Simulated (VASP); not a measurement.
# SrCl2 (Fm-3m) in VASP: further runs

One crystal, SrCl2, is run at these levels: revPBE, LDA; tasks: single point.

Program: VASP 6.6.1. These are calculated values, not measurements. Logs are shortened: lines on timing, memory, paths and dates and some standing lists are left out, and cuts for length are marked.

## Step 1: Starting point

It takes space group Fm-3m (No. 225, cubic). Conventional cell: a = 6.977 Å, b = 6.977 Å, c = 6.977 Å, α = 90.00°, β = 90.00°, γ = 90.00°. Around Sr (site symmetry m-3m) lie 8 Cl at 3.02 Å. Cl (site symmetry -43m) is surrounded by 4 Sr at 3.02 Å.

## Step 2: Single point, revPBE

INCAR reads:

```
PREC     = Accurate       # precision mode
ENCUT    = 520            # plane-wave cutoff, eV
EDIFF    = 1E-7           # SCF threshold, eV
ISMEAR   = 0              # smearing method
SIGMA    = 0.01           # smearing width, eV
LREAL    = False          # projectors in reciprocal space
LASPH    = True           # aspherical terms in the spheres
NELM     = 100            # most SCF steps
ALGO     = Normal         # electronic algorithm
ISIF     = 2              # what is computed and relaxed
LWAVE    = False          # write WAVECAR
LCHARG   = False          # write CHGCAR
GGA      = RE             # functional
NBANDS   = 19             # bands
```

KPOINTS reads:

```
regular mesh
0
Gamma
  4 4 4
```

POSCAR reads:

```
SrCl2
1.0
    0.0000000000      3.4883500000      3.4883500000
    3.4883500000      0.0000000000      3.4883500000
    3.4883500000      3.4883500000      0.0000000000
Sr Cl
1 2
Direct
    0.0000000000      0.0000000000      0.0000000000
    0.2500000000      0.2500000000      0.2500000000
    0.7500000000      0.7500000000      0.7500000000
```

Potentials or basis: VASP PAW PBE potentials, release 64 (Sr_sv, Cl).

The run is started by

```
cat potpaw_PBE.64/Sr_sv/POTCAR potpaw_PBE.64/Cl/POTCAR > POTCAR
mpirun -np 1 vasp_std > vasp.out
```

OUTCAR:

```text
PREC = Accurate
   ENCUT = 520
   EDIFF = 1E-7
   ISMEAR = 0
   LREAL = False
   LASPH = True
   NELM = 100
   ISIF = 2
   GGA = RE

 ion  position               nearest neighbor table
   1  0.000  0.000  0.000-   3 3.02   3 3.02   3 3.02   2 3.02   3 3.02   2 3.02   2 3.02   2 3.02

   2  0.250  0.250  0.250-   1 3.02   1 3.02   1 3.02   1 3.02
   3  0.750  0.750  0.750-   1 3.02   1 3.02   1 3.02   1 3.02

  LATTYP: Found a face centered cubic cell.
 ALAT       =     6.9767000000

  Lattice vectors:

 A1 = (   0.0000000000,   3.4883500000,   3.4883500000)
 A2 = (   3.4883500000,   0.0000000000,   3.4883500000)
 A3 = (   3.4883500000,   3.4883500000,   0.0000000000)

Analysis of symmetry for initial positions (statically):
=====================================================================
 Subroutine PRICEL returns:
 Original cell was already a primitive cell.

 Routine SETGRP: Setting up the symmetry group for a
 face centered cubic supercell.

 Subroutine GETGRP returns: Found 48 space group operations
 (whereof 48 operations were pure point group operations)
 out of a pool of 48 trial point group operations.

The static configuration has the point symmetry O_h .

Analysis of symmetry for dynamics (positions and initial velocities):
=====================================================================
 Subroutine PRICEL returns:
 Original cell was already a primitive cell.

 Routine SETGRP: Setting up the symmetry group for a
 face centered cubic supercell.

 Subroutine GETGRP returns: Found 48 space group operations
 (whereof 48 operations were pure point group operations)
 out of a pool of 48 trial point group operations.

The dynamic configuration has the point symmetry O_h .

 Subroutine INISYM returns: Found 48 space group operations
 (whereof 48 operations are pure point group operations),
 and found     1 'primitive' translations

----------------------------------------------------------------------------------------

                                     Primitive cell

  volume of cell :      84.8966

  direct lattice vectors                    reciprocal lattice vectors
     0.000000000  3.488350000  3.488350000    -0.143334241  0.143334241  0.143334241
     3.488350000  0.000000000  3.488350000     0.143334241 -0.143334241  0.143334241
     3.488350000  3.488350000  0.000000000     0.143334241  0.143334241 -0.143334241

  length of vectors
     4.933271880  4.933271880  4.933271880     0.248262188  0.248262188  0.248262188

  position of ions in fractional coordinates (direct lattice)
     0.000000000  0.000000000  0.000000000
     0.250000000  0.250000000  0.250000000
     0.750000000  0.750000000  0.750000000

  ion indices of the primitive-cell ions
   primitive index   ion index
                 1           1
                 2           2
                 3           3

----------------------------------------------------------------------------------------

 KPOINTS: regular mesh

Automatic generation of k-mesh.
 Grid dimensions read from file:
 generate k-points for:    4    4    4

 Generating k-lattice:

  Cartesian coordinates                     Fractional coordinates (reciprocal lattice)
    -0.035833560  0.035833560  0.035833560     0.250000000  0.000000000  0.000000000
     0.035833560 -0.035833560  0.035833560     0.000000000  0.250000000  0.000000000
     0.035833560  0.035833560 -0.035833560     0.000000000  0.000000000  0.250000000

  Length of vectors
     0.062065547  0.062065547  0.062065547

  Shift w.r.t. Gamma in fractional coordinates (k-lattice)
     0.000000000  0.000000000  0.000000000

 Subroutine IBZKPT returns following result:
 ===========================================

 Found      8 irreducible k-points:

 Following reciprocal coordinates:
            Coordinates               Weight
  0.000000  0.000000  0.000000      1.000000
  0.250000  0.000000  0.000000      8.000000
  0.500000  0.000000  0.000000      4.000000
  0.250000  0.250000  0.000000      6.000000
  0.500000  0.250000  0.000000     24.000000
 -0.250000  0.250000  0.000000     12.000000
  0.500000  0.500000  0.000000      3.000000
 -0.250000  0.500000  0.250000      6.000000
   k-points           NKPTS =      8   k-points in BZ     NKDIM =      8   number of bands    NBANDS=     19
   number of dos      NEDOS =    301   number of ions     NIONS =      3
   total plane-waves  NPLWV =  64000
   dimension x,y,z NGX =    40 NGY =   40 NGZ =   40
   dimension x,y,z NGXF=    80 NGYF=   80 NGZF=   80
   ions per type =               1   2
   NGX,Y,Z   is equivalent  to a cutoff of  13.48, 13.48, 13.48 a.u.
   NGXF,Y,Z  is equivalent  to a cutoff of  26.96, 26.96, 26.96 a.u.
 SYSTEM =  unknown system
   PREC   = accura    normal or accurate (medium, high low for compatibility)
   ISTART =      0    job   : 0-new  1-cont  2-samecut
   ICHARG =      2    charge: 1-file 2-atom 10-const
   ISPIN  =      1    spin polarized calculation?
   LNONCOLLINEAR =      F non collinear calculations
   LSORBIT =      F    spin-orbit coupling
   LASPH  =      T    aspherical Exc in radial PAW
   ENCUT  =  520.0 eV  38.22 Ry    6.18 a.u.   9.17  9.17  9.17*2*pi/ulx,y,z
   NELM   =    100;   NELMIN=  2; NELMDL= -5     # of ELM steps
   EDIFF  = 0.1E-06   stopping-criterion for ELM
   LREAL  =      F    real-space projection
   EDIFFG = 0.1E-05   stopping-criterion for IOM
   NSW    =      0    number of steps for IOM
   IBRION =     -1    ionic relax: 0-MD 1-quasi-New 2-CG
   NFREE  =      0    steps in history (QN), initial steepest desc. (CG)
   ISIF   =      2    stress and relaxation
   ISYM   =      2    0-nonsym 1-usesym 2-fastsym
   POTIM  = 0.5000    time-step for ionic-motion
   TEBEG  =    0.0;   TEEND  =   0.0 temperature during run
   PSTRESS=    0.0 pullay stress
   NELECT =      24.0000    total number of electrons
   NUPDOWN=      -1.0000    fix difference up-down
   EMIN   =  10.00;   EMAX   =-10.00  energy-range for DOS
   EFERMI =   0.00;   METHOD = LEGACY
   ISMEAR =     0;   SIGMA  =   0.01  broadening in eV -4-tet -1-fermi 0-gaus
   EFERMI_NEDOS =   21; number of points for ismear=-14 and -15
   IALGO  =     38    algorithm
   IMIX   =      4    mixing-type and parameters
     AMIX     =   0.40;   BMIX     =  1.00
     AMIX_MAG =   1.60;   BMIX_MAG =  1.00
  volume/ion in A,a.u.               =      28.30       190.97
  Fermi-wavevector in a.u.,A,eV,Ry     =   1.074439  2.030396 15.706833  1.154420
  Thomas-Fermi vector in A             =   2.210267
   LORBIT       =      0    0 simple, 1 ext, 2 COOP (PROOUT), +10 PAW based schemes
   GGA     = RE    functional components
   LHFCALC =     F    Hartree Fock is set to
   AEXX    =    0.0000 exact exchange contribution
   IVDW    =     0    specifies the selected vdW correction
   LEPSILON=     F    determine dielectric tensor
   LRPA    =     F    only Hartree local field effects (RPA)
 non-spin polarized calculation
 Gauss-broadening in eV      SIGMA  =   0.01
  energy-cutoff  :      520.00
  volume of cell :       84.90
 maximum number of plane-waves:      2302
 NGX is ok and might be reduce to    40
   NGX = 19   NGY = 19   NGZ = 19

 number of electron      24.0000003 magnetization

 Free energy of the ion-electron system (eV)
  ---------------------------------------------------
  ext. energy  EPLUGINS =         0.00000000
  ---------------------------------------------------
  free energy    TOTEN  =       -12.10375331 eV

  energy without entropy =      -12.10375331  energy(sigma->0) =      -12.10375331

 E-fermi :   0.3286     XC(G=0):  -8.0281

 val. band max:        0.2410185231   @ k =   0.5000   0.5000   0.0000
 cond. band min:       5.8667113309   @ k =   0.0000   0.0000   0.0000
 fundamental gap:      5.6256928079
 Fermi energy:         0.3286364646

 k-point     1 :       0.0000    0.0000    0.0000
  band No.  band energies     occupation
      1     -32.6901      2.00000
      2     -14.6797      2.00000
      3     -14.6797      2.00000
      4     -14.6797      2.00000
      5     -13.0544      2.00000
      6     -12.2140      2.00000
[... 11 lines left out ...]
     18       9.4621      0.00000
     19       9.5889      0.00000

 k-point     2 :       0.2500    0.0000    0.0000
  band No.  band energies     occupation
      1     -32.6885      2.00000
      2     -14.8344      2.00000
      3     -14.6864      2.00000
      4     -14.6864      2.00000
      5     -12.7859      2.00000
      6     -12.3139      2.00000
[... 11 lines left out ...]
     18       8.9348      0.00000
     19      10.0187      0.00000

 k-point     3 :       0.5000    0.0000    0.0000
  band No.  band energies     occupation
      1     -32.6870      2.00000
      2     -14.9525      2.00000
      3     -14.6930      2.00000
      4     -14.6930      2.00000
      5     -12.6609      2.00000
      6     -12.2947      2.00000
[... 11 lines left out ...]
     18       8.9120      0.00000
     19       9.2172      0.00000

 k-point     4 :       0.2500    0.2500    0.0000
  band No.  band energies     occupation
      1     -32.6880      2.00000
      2     -14.8698      2.00000
      3     -14.6956      2.00000
      4     -14.6956      2.00000
      5     -12.6706      2.00000
      6     -12.3694      2.00000
[... 11 lines left out ...]
     18       8.7638      0.00000
     19       9.4797      0.00000

 k-point     5 :       0.5000    0.2500    0.0000
  band No.  band energies     occupation
      1     -32.6865      2.00000
      2     -14.9314      2.00000
      3     -14.7665      2.00000
      4     -14.7022      2.00000
      5     -12.5035      2.00000
      6     -12.3755      2.00000
[... 11 lines left out ...]
     18       9.3379      0.00000
     19      10.0714      0.00000

 k-point     6 :      -0.2500    0.2500    0.0000
  band No.  band energies     occupation
      1     -32.6870      2.00000
      2     -14.8797      2.00000
      3     -14.7842      2.00000
      4     -14.6931      2.00000
      5     -12.5438      2.00000
      6     -12.3888      2.00000
[... 11 lines left out ...]
     18       8.9461      0.00000
     19      10.3394      0.00000

 k-point     7 :       0.5000    0.5000    0.0000
  band No.  band energies     occupation
      1     -32.6859      2.00000
      2     -15.0121      2.00000
      3     -14.7114      2.00000
      4     -14.7114      2.00000
      5     -12.5144      2.00000
      6     -12.3159      2.00000
[... 11 lines left out ...]
     18       9.1174      0.00000
     19      10.3780      0.00000

 k-point     8 :      -0.2500    0.5000    0.2500
  band No.  band energies     occupation
      1     -32.6859      2.00000
      2     -14.8700      2.00000
      3     -14.8700      2.00000
      4     -14.7117      2.00000
      5     -12.4072      2.00000
      6     -12.4072      2.00000
[... 11 lines left out ...]
     18       9.8910      0.00000
     19      11.1062      0.00000

------------------------ aborting loop because EDIFF is reached ----------------------------------------

  FORCE on cell =-STRESS in cart. coord.  units (eV):
  Direction    XX          YY          ZZ          XY          YZ          ZX
  --------------------------------------------------------------------------------------
  -------------------------------------------------------------------------------------
  Total        1.3763577      1.3763577      1.3763577      0.0000000      0.0000000      0.0000000
  in kB       25.9747712     25.9747712     25.9747712      0.0000000      0.0000000      0.0000000
  external PRESSURE =      25.9747712 kB  Pullay stress =       0.0000000 kB

 VOLUME and BASIS-vectors are now :
 -----------------------------------------------------------------------------
  energy-cutoff  :      520.00
  volume of cell :       84.90
      direct lattice vectors                 reciprocal lattice vectors
     0.000000000  3.488350000  3.488350000    -0.143334241  0.143334241  0.143334241
     3.488350000  0.000000000  3.488350000     0.143334241 -0.143334241  0.143334241
     3.488350000  3.488350000  0.000000000     0.143334241  0.143334241 -0.143334241

 POSITION                                       TOTAL-FORCE (eV/Angst)
 -----------------------------------------------------------------------------------
      0.00000      0.00000      0.00000         0.000000     -0.000000      0.000000
      1.74418      1.74418      1.74418         0.000000     -0.000000     -0.000000
      5.23252      5.23252      5.23252        -0.000000      0.000000     -0.000000
 -----------------------------------------------------------------------------------
    total drift:                               -0.000000     -0.000000      0.000000

  FREE ENERGIE OF THE ION-ELECTRON SYSTEM (eV)
  ---------------------------------------------------
  free  energy   TOTEN  =       -12.1037533096 eV

  energy  without entropy=      -12.1037533096  energy(sigma->0) =      -12.10375331
```

Run time: 16 s. Hardware: 1 thread of Intel Xeon 6975P-C (Granite Rapids), shared host; peak memory 0.22 GiB.

What came out:

- Free energy: -12.1038 eV
- Pressure: 2.6 GPa
- Band gap on the k mesh: 5.63 eV, indirect (least direct gap 5.71 eV)

Caveat: the PAW data sets were made with another functional, which shifts forces and pressure a little. A hybrid or GW would open this gap; revPBE tends to underestimate it.

(Part 1 of 2 ends here.)
